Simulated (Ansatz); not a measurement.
InSe:

```
CELL_PARAMETERS angstrom
2.00000 1.15470 8.44000
-2.00000 1.15470 8.44000
0.00000 -2.30940 8.44000
ATOMIC_POSITIONS crystal
In 0.88860 0.88860 0.88860
In 0.00000 0.00000 0.00000
Se 0.17190 0.17190 0.17190
Se 0.38350 0.38350 0.38350
```

* Program: Ansatz 0.2.0
* Task: relaxation of cell and atoms
* Functional: RPBE
* Dispersion: D4
* Potentials or basis: Ansatz PAW
* Cutoff: 420 eV (not typed: the program's choice for these potentials)
* k mesh: 8 × 8 × 8
* Occupations: fermi-dirac, width 0.05 eV
* Spin: no spin polarisation

At the start: volume 29.24 Å³/atom.

Problem. How do energy, volume and symmetry change on relaxing?

Solution. It ends after 6 steps and the volume is 28.58 Å³/atom (-2.2 %); space group R3m (No. 160, to 0.05 Å).

The path:
| step | energy change (eV) | largest force (eV/Å) | volume (Å³) |
| --- | --- | --- | --- |
| 1 | 0.0000 | 0.4405 | 116.95 |
| 2 | -0.0373 | 0.0176 | 115.02 |
| 3 | -0.0392 | 0.0361 | 114.01 |
| 4 | -0.0395 | 0.0124 | 114.51 |
| 5 | -0.0397 | 0.0003 | 114.33 |
| 6 | -0.0392 | 0.0001 | 114.33 |

Final structure:
```
In Se
1.0
     2.01076    1.16091    8.16329
    -2.01076    1.16091    8.16329
     0.00000   -2.32183    8.16329
In Se
2 2
Cartesian
  0.0000 0.0000 21.7287
  0.0000 0.0000 0.0324
  0.0000 0.0000 4.1017
  0.0000 0.0000 9.5006
```

Caveat: the plane-wave basis is chosen anew once the cell has moved, so the energies of steps on either side of that aren't comparable; the PAW data sets come from PBE, with cores solved anew for the run's functional, which leaves a small shift of forces and pressure.
